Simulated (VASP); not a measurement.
# Settings for Au: equation of state

Au, Cmcm (no. 63), 2 atoms in the cell. PBEsol; PAW potentials Au (PBE set). VASP 6.6.1.

Wanted: equilibrium volume within 1 %; bulk modulus within 5 %.

What the run is for: equation of state; Accuracy asked: screening.

The series start from Plane-wave cutoff (eV): 300; Smearing width (eV): 0.1; k-point mesh: 15 × 15 × 8; Volumes: 5 from 0.92 to 1.08; Precision mode (PREC): Accurate; Electronic threshold (eV): 1e-6; Aspherical gradient terms in the spheres (LASPH): yes; Start of each volume: each volume from scratch. Each series keeps the choices made before it, and each single choice may use up half of a tolerance. Times cover all steps of a run.

## Plane-wave cutoff (eV)

| Plane-wave cutoff (eV) | Equilibrium volume (Å³/atom) | Bulk modulus (GPa) | Time (s) |
|---|---|---|---|
| 180 | 16.6 | 168.5 | 34 |
| 230 | 17.07 | 173.1 | 32 |
| 260 | 17.05 | 173.1 | 33 |
| 300 | 17.05 | 173 | 47 |
| 340 | 17.05 | 173.2 | 52 |
| 400 | 17.05 | 173.7 | 61 |
| 480 | 17.05 | 173.7 | 88 |
| 600 (reference) | 17.05 | 173.8 | 106 |

Chosen: 230, the loosest value from which every tighter one stays within half of the tolerance.

## Smearing width (eV)

| Smearing width (eV) | Equilibrium volume (Å³/atom) | Bulk modulus (GPa) | Time (s) |
|---|---|---|---|
| 0.4 | 17.06 | 173.1 | 33 |
| 0.3 | 17.06 | 173.4 | 35 |
| 0.2 | 17.07 | 173.2 | 37 |
| 0.15 | 17.07 | 173.1 | 34 |
| 0.1 | 17.07 | 173.1 | 32 |
| 0.05 (reference) | 17.07 | 173.2 | 34 |

Chosen: 0.4.

## k-point mesh

| k-point mesh | Equilibrium volume (Å³/atom) | Bulk modulus (GPa) | Time (s) |
|---|---|---|---|
| 5 × 5 × 3 | 17.04 | 173.3 | 13 |
| 6 × 6 × 3 | 17.11 | 164.3 | 16 |
| 8 × 8 × 4 | 17.12 | 167 | 17 |
| 10 × 10 × 5 | 17.1 | 166.8 | 19 |
| 12 × 12 × 6 | 17.07 | 170.9 | 30 |
| 15 × 15 × 8 | 17.06 | 173.1 | 33 |
| 17 × 17 × 9 (reference) | 17.06 | 171.8 | 51 |

Chosen: 12 × 12 × 6.

## Volumes

| Volumes | Equilibrium volume (Å³/atom) | Bulk modulus (GPa) | Time (s) |
|---|---|---|---|
| 5 from 0.88 to 1.12 | 17.07 | 169.7 | 29 |
| 5 from 0.92 to 1.08 | 17.07 | 170.9 | 30 |
| 7 from 0.91 to 1.09 (reference) | 17.07 | 169 | 40 |

Chosen: 5 from 0.88 to 1.12.

## Precision mode (PREC)

| Precision mode (PREC) | Equilibrium volume (Å³/atom) | Bulk modulus (GPa) | Time (s) |
|---|---|---|---|
| SingleN | 17.03 | 152.3 | 21 |
| Normal | 17.05 | 162.1 | 22 |
| Accurate (reference) | 17.07 | 169.7 | 29 |

Chosen: Accurate; the one before it in the list is off by more than half of the tolerance.

## Electronic threshold (eV)

| Electronic threshold (eV) | Equilibrium volume (Å³/atom) | Bulk modulus (GPa) | Time (s) |
|---|---|---|---|
| 0.001 | 17.07 | 169.7 | 22 |
| 0.0001 | 17.07 | 169.7 | 22 |
| 1e-5 | 17.07 | 169.7 | 26 |
| 1e-6 | 17.07 | 169.7 | 29 |
| 1e-7 (reference) | 17.07 | 169.7 | 29 |

Chosen: 0.001.

## Aspherical gradient terms in the spheres (LASPH)

| Aspherical gradient terms in the spheres (LASPH) | Equilibrium volume (Å³/atom) | Bulk modulus (GPa) | Time (s) |
|---|---|---|---|
| yes | 17.07 | 169.7 | 22 |
| no | 17.07 | 169.7 | 20 |

Chosen: yes; no other choice that stays within half of the tolerance saves 30 % of the time.

## Start of each volume

| Start of each volume | Equilibrium volume (Å³/atom) | Bulk modulus (GPa) | Time (s) |
|---|---|---|---|
| each volume from scratch | 17.07 | 169.7 | 22 |
| orbitals of the volume before (WAVECAR) | 17.07 | 169.6 | 20 |

Chosen: each volume from scratch.

## All choices together

| Input | Equilibrium volume (Å³/atom) | Bulk modulus (GPa) | Time (s) |
|---|---|---|---|
| the program's defaults (naive) | 17.11 | 158.6 | 7.6 |
| chosen settings | 17.07 | 169.7 | 22 |
| reference settings throughout | 17.05 | 173.6 | 187 |

The tolerance is met.

## The input

INCAR:
```
SYSTEM = Au
  GGA = PS
  ISMEAR = 1
  SIGMA = 0.4
  LWAVE = .FALSE.
  LCHARG = .FALSE.
  ISIF = 2
  NSW = 0
  PREC = Accurate
  LASPH = .TRUE.
  LREAL = .FALSE.
  ALGO = Normal
  EDIFF = 0.001
  NELM = 120
  GGA_COMPAT = .FALSE.
  ENCUT = 230
  KPAR = 8
```

KPOINTS:
```
Automatic mesh
0
Gamma
  12 12 6
  0 0 0
```

POSCAR.step1:
```
Au
1.0
    1.3524357182     -2.4493096499      0.0000000000
    1.3524357182      2.4493096499      0.0000000000
    0.0000000000      0.0000000000      4.6890460067
Au
2
Direct
    0.3346720300      0.6653279700      0.2500000000
    0.6653279700      0.3346720300      0.7500000000
```

POSCAR.step2:
```
Au
1.0
    1.3824996368     -2.5037564861      0.0000000000
    1.3824996368      2.5037564861      0.0000000000
    0.0000000000      0.0000000000      4.7932809775
Au
2
Direct
    0.3346720300      0.6653279700      0.2500000000
    0.6653279700      0.3346720300      0.7500000000
```

POSCAR.step3:
```
Au
1.0
    1.4113099650     -2.5559330250      0.0000000000
    1.4113099650      2.5559330250      0.0000000000
    0.0000000000      0.0000000000      4.8931696100
Au
2
Direct
    0.3346720300      0.6653279700      0.2500000000
    0.6653279700      0.3346720300      0.7500000000
```

POSCAR.step4:
```
Au
1.0
    1.4389897367     -2.6060620855      0.0000000000
    1.4389897367      2.6060620855      0.0000000000
    0.0000000000      0.0000000000      4.9891384766
Au
2
Direct
    0.3346720300      0.6653279700      0.2500000000
    0.6653279700      0.3346720300      0.7500000000
```

POSCAR.step5:
```
Au
1.0
    1.4656437338     -2.6543334314      0.0000000000
    1.4656437338      2.6543334314      0.0000000000
    0.0000000000      0.0000000000      5.0815508679
Au
2
Direct
    0.3346720300      0.6653279700      0.2500000000
    0.6653279700      0.3346720300      0.7500000000
```

Commands (each step's output is kept before the next begins):
```
cat potpaw_PBE.64/Au/POTCAR > POTCAR
cp POSCAR.step1 POSCAR
mpirun -np 8 vasp_std > vasp.out
cp POSCAR.step2 POSCAR
mpirun -np 8 vasp_std > vasp.out
cp POSCAR.step3 POSCAR
mpirun -np 8 vasp_std > vasp.out
cp POSCAR.step4 POSCAR
mpirun -np 8 vasp_std > vasp.out
cp POSCAR.step5 POSCAR
mpirun -np 8 vasp_std > vasp.out
```

Limits: Every volume keeps the cell's shape and the atoms' fractional positions, so the modulus is that of a clamped cell, stiffer than the relaxed one, above all in layered crystals.

The chosen input took VASP 6.6.1 22 s on 8 cores (Intel Xeon Platinum 8488C (Sapphire Rapids)), a shared host.

## An input that fails: cutoff far too low

It runs to its end, but against the unchanged starting input it is off by 2.9 % in the equilibrium volume, 51 % in the bulk modulus.

Changes against the starting input:
```
(all steps)
- PREC = Accurate
- NELM = 120
- ENCUT = 300
+ PREC = Low
+ NELM = 76
+ ENCUT = 140
```
